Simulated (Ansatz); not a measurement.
Crystal: PbS.

```
CELL_PARAMETERS angstrom
3.65366 0.00000 0.00000
0.00000 3.65366 0.00000
0.00000 0.00000 3.65366
ATOMIC_POSITIONS crystal
Pb 0.00000 0.00000 0.00000
S 0.50000 0.50000 0.50000
```

Measurements of this composition are mostly on another form, of space group No. 225.

| Property | Result |
| --- | --- |
| Program | Ansatz 0.2.0 |
| Task | relaxation of cell and atoms |
| Functional | PBEsol0 |
| Potentials or basis | Ansatz PAW |
| Cutoff | 420 eV (not typed: the program's choice for these potentials) |
| k mesh | 4 × 4 × 4 |
| Occupations | fermi-dirac, width 0.05 eV |
| Spin | no spin polarisation |

At the start: volume 24.39 Å³/atom.

Problem. Where does the relaxation end?

Solution. It ends after 5 steps and the volume is 22.56 Å³/atom (-7.5 %); space group Pm-3m (No. 221, to 0.05 Å).

Step by step:
```csv
step,energy change (eV),largest force (eV/Å),volume (Å³)
1,0.0000,0.0000,48.77
2,-0.0477,0.0000,43.62
3,-0.0594,0.0000,45.33
4,-0.0596,0.0000,45.12
5,-0.0592,0.0000,45.12
```

Final structure:
```
CELL_PARAMETERS angstrom
3.56013 0.00000 0.00000
0.00000 3.56013 0.00000
0.00000 0.00000 3.56013
ATOMIC_POSITIONS crystal
Pb 0.00000 0.00000 0.00000
S 0.50000 0.50000 0.50000
```

Caveat: the k mesh is coarse (spacing up to 0.43 Å⁻¹), so the values aren't converged, least of all with exact exchange; the plane-wave basis is chosen anew once the cell has moved, so the energies of steps on either side of that aren't comparable; the PAW data sets come from PBE, with cores solved anew for the run's functional, which leaves a small shift of forces and pressure.
